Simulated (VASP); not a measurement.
# Te2Mo in VASP: single point with LDA

Aim: the single point of Te2Mo with LDA.

Everything below comes from runs of VASP 6.6.1. Logs are shortened: lines on timing, memory, paths and dates and some standing lists are left out, and cuts for length are marked.

## (1) Starting point

The cell holds a slab with vacuum, 6 atoms: a = 6.362 Å, b = 3.480 Å, c = 36.176 Å, α = 90.00°, β = 90.14°, γ = 90.00°.

## (2) Single point, LDA

INCAR

```
ALGO = Fast ; EDIFF = 1E-7
ENCUT = 520 ; GGA = CA
ISIF = 2 ; ISMEAR = -1
LASPH = True ; LCHARG = False
LREAL = False ; LWAVE = False
NBANDS = 35 ; NELM = 100
PREC = Accurate ; SIGMA = 0.1
```

KPOINTS

```
Automatic mesh
0
Gamma
  5 8 1
  0.5 0.5 0.5
```

POSCAR

```
Te2Mo
1.0
    6.3616090000      0.0000000000      0.0000000000
    0.0000000000      3.4804030000      0.0000000000
   -0.0857410000      0.0000000000     36.1758900000
Te Mo
4 2
Direct
    0.0791520000      0.7500000000      0.4434730000
    0.9208480000      0.2500000000      0.5565270000
    0.5707490000      0.2500000000      0.4592960000
    0.4292510000      0.7500000000      0.5407040000
    0.8186520000      0.7500000000      0.5025350000
    0.1813480000      0.2500000000      0.4974650000
```

Potentials or basis: VASP PAW LDA potentials, release 64 (Te, Mo_sv).

Launch:

```sh
$ cat potpaw_LDA.64/Te/POTCAR potpaw_LDA.64/Mo_sv/POTCAR > POTCAR
$ mpirun -np 1 vasp_std > vasp.out
```

OUTCAR:

```text
EDIFF = 1E-7
   ENCUT = 520
   GGA = CA
   ISIF = 2
   ISMEAR = -1
   LASPH = True
   LREAL = False
   NELM = 100
   PREC = Accurate

 ion  position               nearest neighbor table
   1  0.079  0.750  0.443-   6 2.69   6 2.69   5 2.71   3 3.62   3 3.62
   2  0.921  0.250  0.557-   5 2.69   5 2.69   6 2.71   4 3.62   4 3.62
   3  0.571  0.250  0.459-   5 2.82   5 2.82   6 2.84   4 3.54   4 3.54   1 3.62   1 3.62
   4  0.429  0.750  0.541-   6 2.82   6 2.82   5 2.84   3 3.54   3 3.54   2 3.62   2 3.62
   5  0.819  0.750  0.503-   2 2.69   2 2.69   1 2.71   3 2.82   3 2.82   4 2.84   6 2.90   6 2.90

   6  0.181  0.250  0.497-   1 2.69   1 2.69   2 2.71   4 2.82   4 2.82   3 2.84   5 2.90   5 2.90

  LATTYP: Found a simple monoclinic cell.
 ALAT       =     6.3616090000
 B/A-ratio  =     0.5470947680
 C/A-ratio  =     5.6866103541
 COS(beta)  =    -0.0023701078

  Lattice vectors:

 A1 = (   6.3616090000,   0.0000000000,   0.0000000000)
 A2 = (   0.0000000000,   3.4804030000,   0.0000000000)
 A3 = (  -0.0857410000,   0.0000000000,  36.1758900000)

Analysis of symmetry for initial positions (statically):
=====================================================================
 Subroutine PRICEL returns:
 Original cell was already a primitive cell.

 Routine SETGRP: Setting up the symmetry group for a
 simple monoclinic supercell.

 Subroutine GETGRP returns: Found  4 space group operations
 (whereof  2 operations were pure point group operations)
 out of a pool of  4 trial point group operations.

The static configuration has the point symmetry S_2 .
 The point group associated with its full space group is C_2h.

Analysis of symmetry for dynamics (positions and initial velocities):
=====================================================================
 Subroutine PRICEL returns:
 Original cell was already a primitive cell.

 Routine SETGRP: Setting up the symmetry group for a
 simple monoclinic supercell.

 Subroutine GETGRP returns: Found  4 space group operations
 (whereof  2 operations were pure point group operations)
 out of a pool of  4 trial point group operations.

The dynamic configuration has the point symmetry S_2 .
 The point group associated with its full space group is C_2h.

 Subroutine INISYM returns: Found  4 space group operations
 (whereof  2 operations are pure point group operations),
 and found     1 'primitive' translations

----------------------------------------------------------------------------------------

                                     Primitive cell

  volume of cell :     800.9690

  direct lattice vectors                    reciprocal lattice vectors
     6.361609000  0.000000000  0.000000000     0.157192937  0.000000000  0.000372565
     0.000000000  3.480403000  0.000000000     0.000000000  0.287323049  0.000000000
    -0.085741000  0.000000000 36.175890000     0.000000000  0.000000000  0.027642720

  length of vectors
     6.361609000  3.480403000 36.175991608     0.157193378  0.287323049  0.027642720

  position of ions in fractional coordinates (direct lattice)
     0.079152000  0.750000000  0.443473000
     0.920848000  0.250000000  0.556527000
     0.570749000  0.250000000  0.459296000
     0.429251000  0.750000000  0.540704000
     0.818652000  0.750000000  0.502535000
     0.181348000  0.250000000  0.497465000

  ion indices of the primitive-cell ions
   primitive index   ion index
                 1           1
                 2           2
                 3           3
                 4           4
                 5           5
                 6           6

----------------------------------------------------------------------------------------

 KPOINTS: Automatic mesh

Automatic generation of k-mesh.
 Grid dimensions read from file:
 generate k-points for:    5    8    1

 Generating k-lattice:

  Cartesian coordinates                     Fractional coordinates (reciprocal lattice)
     0.031438587  0.000000000  0.000074513     0.200000000  0.000000000  0.000000000
     0.000000000  0.035915381  0.000000000     0.000000000  0.125000000  0.000000000
     0.000000000  0.000000000  0.027642720     0.000000000  0.000000000  1.000000000

  Length of vectors
     0.031438676  0.035915381  0.027642720

  Shift w.r.t. Gamma in fractional coordinates (k-lattice)
     0.500000000  0.500000000  0.500000000

 Subroutine IBZKPT returns following result:
 ===========================================

 Found     12 irreducible k-points:

 Following reciprocal coordinates:
            Coordinates               Weight
  0.100000  0.062500  0.500000      4.000000
  0.300000  0.062500  0.500000      4.000000
  0.500000  0.062500  0.500000      2.000000
  0.100000  0.187500  0.500000      4.000000
  0.300000  0.187500  0.500000      4.000000
  0.500000  0.187500  0.500000      2.000000
  0.100000  0.312500  0.500000      4.000000
  0.300000  0.312500  0.500000      4.000000
  0.500000  0.312500  0.500000      2.000000
  0.100000  0.437500  0.500000      4.000000
  0.300000  0.437500  0.500000      4.000000
  0.500000  0.437500  0.500000      2.000000
   k-points           NKPTS =     12   k-points in BZ     NKDIM =     12   number of bands    NBANDS=     35
   number of dos      NEDOS =    301   number of ions     NIONS =      6
   total plane-waves  NPLWV = 362880
   dimension x,y,z NGX =    48 NGY =   28 NGZ =  270
   dimension x,y,z NGXF=    96 NGYF=   56 NGZF=  540
   ions per type =               4   2
   NGX,Y,Z   is equivalent  to a cutoff of  12.54, 13.37, 12.41 a.u.
   NGXF,Y,Z  is equivalent  to a cutoff of  25.09, 26.75, 24.82 a.u.
 SYSTEM =  unknown system
   PREC   = accura    normal or accurate (medium, high low for compatibility)
   ISTART =      0    job   : 0-new  1-cont  2-samecut
   ICHARG =      2    charge: 1-file 2-atom 10-const
   ISPIN  =      1    spin polarized calculation?
   LNONCOLLINEAR =      F non collinear calculations
   LSORBIT =      F    spin-orbit coupling
   LASPH  =      T    aspherical Exc in radial PAW
   ENCUT  =  520.0 eV  38.22 Ry    6.18 a.u.  11.83  6.47 67.26*2*pi/ulx,y,z
   NELM   =    100;   NELMIN=  2; NELMDL= -5     # of ELM steps
   EDIFF  = 0.1E-06   stopping-criterion for ELM
   LREAL  =      F    real-space projection
   EDIFFG = 0.1E-05   stopping-criterion for IOM
   NSW    =      0    number of steps for IOM
   IBRION =     -1    ionic relax: 0-MD 1-quasi-New 2-CG
   NFREE  =      0    steps in history (QN), initial steepest desc. (CG)
   ISIF   =      2    stress and relaxation
   ISYM   =      2    0-nonsym 1-usesym 2-fastsym
   POTIM  = 0.5000    time-step for ionic-motion
   TEBEG  =    0.0;   TEEND  =   0.0 temperature during run
   PSTRESS=    0.0 pullay stress
   NELECT =      52.0000    total number of electrons
   NUPDOWN=      -1.0000    fix difference up-down
   EMIN   =  10.00;   EMAX   =-10.00  energy-range for DOS
   EFERMI =   0.00;   METHOD = LEGACY
   ISMEAR =    -1;   SIGMA  =   0.10  broadening in eV -4-tet -1-fermi 0-gaus
   EFERMI_NEDOS =   21; number of points for ismear=-14 and -15
   IALGO  =     68    algorithm
   IMIX   =      4    mixing-type and parameters
     AMIX     =   0.40;   BMIX     =  1.00
     AMIX_MAG =   1.60;   BMIX_MAG =  1.00
  volume/ion in A,a.u.               =     133.49       900.87
  Fermi-wavevector in a.u.,A,eV,Ry     =   0.657967  1.243377  5.890240  0.432920
  Thomas-Fermi vector in A             =   1.729641
   LORBIT       =      0    0 simple, 1 ext, 2 COOP (PROOUT), +10 PAW based schemes
   GGA     = CA    functional components
   LHFCALC =     F    Hartree Fock is set to
   AEXX    =    0.0000 exact exchange contribution
   IVDW    =     0    specifies the selected vdW correction
   LEPSILON=     F    determine dielectric tensor
   LRPA    =     F    only Hartree local field effects (RPA)
 non-spin polarized calculation
 RMM-DIIS sequential band-by-band and
  energy-cutoff  :      520.00
  volume of cell :      800.97
 maximum number of plane-waves:     21657
 NGX is ok and might be reduce to    48
   NGX = 23   NGY = 13   NGZ =135

 number of electron      51.9999996 magnetization

 Free energy of the ion-electron system (eV)
  ---------------------------------------------------
  ext. energy  EPLUGINS =         0.00000000
  ---------------------------------------------------
  free energy    TOTEN  =       -40.75334383 eV

  energy without entropy =      -40.70148477  energy(sigma->0) =      -40.72741430

 E-fermi :  -2.4280     XC(G=0):  -2.3427

 val. band max:       -2.4502481180   @ k =   0.1000   0.0625   0.5000
 cond. band min:      -2.3700314300   @ k =   0.1000   0.1875   0.5000
 fundamental gap:      0.0802166879
 Fermi energy:        -2.4279852190

 k-point     1 :       0.1000    0.0625    0.5000
  band No.  band energies     occupation
      1     -63.1064      2.00000
      2     -63.0485      2.00000
      3     -37.5430      2.00000
      4     -37.4891      2.00000
      5     -37.4278      2.00000
      6     -37.3237      2.00000
[... 27 lines left out ...]
     34       0.8488      0.00000
     35       1.7467      0.00000

 k-point     2 :       0.3000    0.0625    0.5000
  band No.  band energies     occupation
      1     -63.1062      2.00000
      2     -63.0487      2.00000
      3     -37.5391      2.00000
      4     -37.4888      2.00000
      5     -37.4279      2.00000
      6     -37.3242      2.00000
[... 27 lines left out ...]
     34       0.8931      0.00000
     35       1.9824      0.00000

 k-point     3 :       0.5000    0.0625    0.5000
  band No.  band energies     occupation
      1     -63.1061      2.00000
      2     -63.0487      2.00000
      3     -37.5366      2.00000
      4     -37.4887      2.00000
      5     -37.4281      2.00000
      6     -37.3244      2.00000
[... 27 lines left out ...]
     34       0.8579      0.00000
     35       2.2802      0.00000
[... 267 lines left out ...]
 k-point    11 :       0.3000    0.4375    0.5000
  band No.  band energies     occupation
      1     -63.0778      2.00000
      2     -63.0663      2.00000
      3     -37.5941      2.00000
      4     -37.5900      2.00000
      5     -37.3858      2.00000
      6     -37.3759      2.00000
[... 27 lines left out ...]
     34       1.0028      0.00000
     35       2.3828      0.00000

 k-point    12 :       0.5000    0.4375    0.5000
  band No.  band energies     occupation
      1     -63.0778      2.00000
      2     -63.0663      2.00000
      3     -37.5952      2.00000
      4     -37.5911      2.00000
      5     -37.3856      2.00000
      6     -37.3755      2.00000
[... 27 lines left out ...]
     34       0.8926      0.00000
     35       2.0206      0.00000

------------------------ aborting loop because EDIFF is reached ----------------------------------------

  FORCE on cell =-STRESS in cart. coord.  units (eV):
  Direction    XX          YY          ZZ          XY          YZ          ZX
  --------------------------------------------------------------------------------------
  -------------------------------------------------------------------------------------
  Total       -4.7112969     -5.1599192     -2.7421542      0.0000000      0.0000000      0.1143313
  in kB       -9.4240010    -10.3213797     -5.4851275      0.0000000      0.0000000      0.2286968
  external PRESSURE =      -8.4101694 kB  Pullay stress =       0.0000000 kB

 VOLUME and BASIS-vectors are now :
 -----------------------------------------------------------------------------
  energy-cutoff  :      520.00
  volume of cell :      800.97
      direct lattice vectors                 reciprocal lattice vectors
     6.361609000  0.000000000  0.000000000     0.157192937  0.000000000  0.000372565
     0.000000000  3.480403000  0.000000000     0.000000000  0.287323049  0.000000000
    -0.085741000  0.000000000 36.175890000     0.000000000  0.000000000  0.027642720

 POSITION                                       TOTAL-FORCE (eV/Angst)
 -----------------------------------------------------------------------------------
      0.46551      2.61030     16.04303        -0.014545     -0.000000      0.420598
      5.81036      0.87010     20.13286         0.014545     -0.000000     -0.420598
      3.59150      0.87010     16.61544        -0.012592      0.000000      0.341556
      2.68437      2.61030     19.56045         0.012592     -0.000000     -0.341556
      5.16486      2.61030     18.17965         0.095699     -0.000000      0.051048
      1.11101      0.87010     17.99624        -0.095699      0.000000     -0.051048
 -----------------------------------------------------------------------------------
    total drift:                               -0.000000     -0.000000     -0.000000

  FREE ENERGIE OF THE ION-ELECTRON SYSTEM (eV)
  ---------------------------------------------------
  free  energy   TOTEN  =       -40.7533438313 eV

  energy  without entropy=      -40.7014847683  energy(sigma->0) =      -40.72741430
```

Run time: 9.5 min. Hardware: 1 thread of Intel Xeon Platinum 8259CL at 2.50GHz (Skylake/Cascade Lake), shared host; peak memory 0.7 GiB.

What came out:

| Item | Value |
| --- | --- |
| Free energy | -40.7533 eV |
| Largest force | 0.421 eV/Å |
| Band gap on the k mesh | 0.08 eV, indirect (least direct gap 0.41 eV) |

Forces in eV/Å, atoms in the order of the input:
```
Te  -0.015  0.000  0.421
Te   0.015  0.000 -0.421
Te  -0.013  0.000  0.342
Te   0.013  0.000 -0.342
Mo   0.096  0.000  0.051
Mo  -0.096  0.000 -0.051
```

Caveat: spin-orbit coupling is left out, which moves the levels of the heavy elements.
